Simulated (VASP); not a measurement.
# ZnCu (Pm-3m) in VASP: settings compared, part 2 of 2

VASP 6.6.1. The steps go on from the part before.

### Step 4. Atomic charges, TPSSh (volume scaled by 0.8)

Input file POSCAR:

```
ZnCu
1.0
    2.7338958230      0.0000000000      0.0000000000
    0.0000000000      2.7338958230      0.0000000000
    0.0000000000      0.0000000000      2.7338958230
Zn Cu
1 1
Direct
    0.5000000000      0.5000000000      0.5000000000
    0.0000000000      0.0000000000      0.0000000000
```

Input file INCAR.step1:

```
SYSTEM = ZnCu
PREC = Accurate
ENCUT = 520
EDIFF = 1E-5
ISMEAR = 1
SIGMA = 0.5
LREAL = .FALSE.
LASPH = .TRUE.
NELM = 80
ALGO = Normal
ISIF = 2
LWAVE = .TRUE.
LCHARG = .FALSE.
GGA = PE
```

Input file INCAR.step2:

```
SYSTEM = ZnCu
PREC = Accurate
ENCUT = 520
EDIFF = 1E-6
ISMEAR = 1
SIGMA = 0.5
LREAL = .FALSE.
LASPH = .TRUE.
NELM = 80
ALGO = Normal
ISIF = 2
LWAVE = .FALSE.
LCHARG = .FALSE.
METAGGA = TPSS
LHFCALC = .TRUE.
AEXX = 0.1
LMIXTAU = .TRUE.
PRECFOCK = Fast
LORBIT = 10
ISTART = 1
```

Input file KPOINTS:

```
regular mesh
0
G
  5 5 5
  0 0 0
```

Potentials or basis: VASP PAW PBE potentials, release 64 (Zn, Cu).

On the command line:

```
> cat potpaw_PBE.64/Zn/POTCAR potpaw_PBE.64/Cu/POTCAR > POTCAR
> cp INCAR.step1 INCAR
> mpirun -np 1 vasp_std > vasp.out
> cp INCAR.step2 INCAR
> mpirun -np 1 vasp_std > vasp.out
```

OUTCAR:

```text
SYSTEM = ZnCu
   PREC = Accurate
   ENCUT = 520
   EDIFF = 1E-6
   ISMEAR = 1
   LREAL = .FALSE.
   LASPH = .TRUE.
   NELM = 80
   ISIF = 2
   METAGGA = TPSS
   LHFCALC = .TRUE.
   AEXX = 0.1
   PRECFOCK = Fast
   LORBIT = 10
   ISTART = 1

 ion  position               nearest neighbor table
   1  0.500  0.500  0.500-   2 2.37   2 2.37   2 2.37   2 2.37   2 2.37   2 2.37   2 2.37   2 2.37

   2  0.000  0.000  0.000-   1 2.37   1 2.37   1 2.37   1 2.37   1 2.37   1 2.37   1 2.37   1 2.37

  LATTYP: Found a simple cubic cell.
 ALAT       =     2.7338958230

  Lattice vectors:

 A1 = (   2.7338958230,   0.0000000000,   0.0000000000)
 A2 = (   0.0000000000,   2.7338958230,   0.0000000000)
 A3 = (   0.0000000000,   0.0000000000,   2.7338958230)

Analysis of symmetry for initial positions (statically):
=====================================================================
 Subroutine PRICEL returns:
 Original cell was already a primitive cell.

 Routine SETGRP: Setting up the symmetry group for a
 simple cubic supercell.

 Subroutine GETGRP returns: Found 48 space group operations
[... 332 lines left out ...]
      3      -1.8680      2.00000
      4      -0.8434      2.00000
      5      -0.8434      2.00000
      6       1.3408      2.00000
      7       1.9426      2.00000
      8       1.9426      2.00000
      9       3.9492      2.00000
     10       3.9492      2.00000
     11       8.1859      0.06369
     12      11.6069     -0.00000
     13      11.6069     -0.00000
     14      13.6865     -0.00000
     15      16.0848     -0.00000

------------------------ aborting loop because EDIFF is reached ----------------------------------------

  FORCE on cell =-STRESS in cart. coord.  units (eV):
  Direction    XX          YY          ZZ          XY          YZ          ZX
  --------------------------------------------------------------------------------------
  -------------------------------------------------------------------------------------
  Total        5.4464640      5.4464640      5.4464640     -0.0000000     -0.0000000     -0.0000000
  in kB      427.0506017    427.0506017    427.0506017     -0.0000000     -0.0000000     -0.0000000
  external PRESSURE =     427.0506017 kB  Pullay stress =       0.0000000 kB

 VOLUME and BASIS-vectors are now :
 -----------------------------------------------------------------------------
  energy-cutoff  :      520.00
  volume of cell :       20.43
      direct lattice vectors                 reciprocal lattice vectors
     2.733895823  0.000000000  0.000000000     0.365778385  0.000000000  0.000000000
     0.000000000  2.733895823  0.000000000     0.000000000  0.365778385  0.000000000
     0.000000000  0.000000000  2.733895823     0.000000000  0.000000000  0.365778385

 POSITION                                       TOTAL-FORCE (eV/Angst)
 -----------------------------------------------------------------------------------
      1.36695      1.36695      1.36695         0.000000      0.000000      0.000000
      0.00000      0.00000      0.00000         0.000000      0.000000      0.000000
 -----------------------------------------------------------------------------------
    total drift:                               -0.000000     -0.000000      0.000000

  FREE ENERGIE OF THE ION-ELECTRON SYSTEM (eV)
  ---------------------------------------------------
  free  energy   TOTEN  =       -18.9685851260 eV

  energy  without entropy=      -18.9608633065  energy(sigma->0) =      -18.96601119

 total charge

# of ion       s       p       d       tot
------------------------------------------
    1        0.646   0.742   9.821  11.209
    2        0.494   0.561   9.267  10.322
--------------------------------------------------
tot          1.139   1.303  19.089  21.531
```

Wall time 3.7 min (1 thread of Intel Xeon Platinum 8488C (Sapphire Rapids), shared host); peak memory 0.13 GiB.

The run converged, but some of its settings lie outside the range that counts as converged, so its numbers aren't taken as properties of the crystal.

Results:

- Free energy: -18.9686 eV
- Pressure: 42.7 GPa
- Band gap on the k mesh: none (metal or under the smearing width)
- Valence electrons inside the program's atomic spheres: Zn 11.21; Cu 10.32

Caveat: the k mesh is coarse (spacing up to 0.46 Å⁻¹), so the values aren't converged, least of all with exact exchange; the PAW data sets were made with another functional, which shifts forces and pressure a little.

### Step 5. Relaxation of cell and atoms, PBE0

Input file POSCAR:

```
ZnCu
1.0
    2.9450000000      0.0000000000      0.0000000000
    0.0000000000      2.9450000000      0.0000000000
    0.0000000000      0.0000000000      2.9450000000
Zn Cu
1 1
Cartesian
    1.4725000000      1.4725000000      1.4725000000
    0.0000000000      0.0000000000      0.0000000000
```

Input file INCAR.step1:

```
SYSTEM = ZnCu
  PREC = Accurate
  ENCUT = 600
  EDIFF = 1E-5
  ISMEAR = -1
  SIGMA = 0.02
  LREAL = .FALSE.
  LASPH = .TRUE.
  NELM = 60
  ALGO = Normal
  LWAVE = .TRUE.
  LCHARG = .FALSE.
  GGA = PE
```

Input file INCAR.step2:

```
SYSTEM = ZnCu
  PREC = Accurate
  ENCUT = 600
  EDIFF = 1E-7
  ISMEAR = -1
  SIGMA = 0.02
  LREAL = .FALSE.
  LASPH = .TRUE.
  NELM = 60
  ALGO = Normal
  ISIF = 3
  LWAVE = .FALSE.
  LCHARG = .FALSE.
  GGA = PE
  LHFCALC = .TRUE.
  AEXX = 0.25
  PRECFOCK = Fast
  HFRCUT = -1
  IBRION = 2
  NSW = 40
  EDIFFG = -0.01
  ISTART = 1
```

KPOINTS is that of step 4.

On the command line:

```
> cat potpaw_PBE.64/Zn/POTCAR potpaw_PBE.64/Cu/POTCAR > POTCAR
> cp INCAR.step1 INCAR
> mpirun -np 1 vasp_std > vasp.out
> cp INCAR.step2 INCAR
> mpirun -np 1 vasp_std > vasp.out
```

Run time: 17 min. Hardware: 1 thread of Intel Xeon Platinum 8488C (Sapphire Rapids), shared host; peak memory 0.14 GiB.

It converged, with:

```yaml
Free_energy: -5.3727 eV
Relaxed_volume: 13.09 Å³/atom
Relaxed_cell: a = 2.969 Å, b = 2.969 Å, c = 2.969 Å, α = 90.00°, β = 90.00°, γ = 90.00°
Space_group_after_relaxing_to_0.05_Å: Pm-3m (No. 221)
Energy_gained_by_relaxing: 2.8 meV/atom
Ionic_steps: 3
Pressure_after_relaxing: 0.0 GPa
Band_gap_on_the_k_mesh: none (metal or under the smearing width)
```

Step by step:
```tsv
step	energy change (eV)	largest force (eV/Å)	pressure (GPa)	volume (Å³)
1	0.0000	0.0000	2.87	25.54
2	-0.0050	0.0000	-0.91	26.40
3	-0.0056	0.0000	0.03	26.18
```

Final structure:
```
Zn Cu
1.0
     2.96934    0.00000    0.00000
     0.00000    2.96934    0.00000
     0.00000    0.00000    2.96934
Zn Cu
1 1
Cartesian
  1.4847 1.4847 1.4847
  0.0000 0.0000 0.0000
```

Levels at points of the mesh, in eV from the Fermi level:
```tsv
k point	band 9	band 10	band 11	band 12	band 13	band 14
(0.00, 0.00, 0.00)	-4.34	-4.34	-4.34	7.39	7.39	7.39
```

Caveat: the k mesh is coarse (spacing up to 0.43 Å⁻¹), so the values aren't converged, least of all with exact exchange; the PAW data sets were made with another functional, which shifts forces and pressure a little. Zero-point motion and thermal expansion aren't in these numbers.
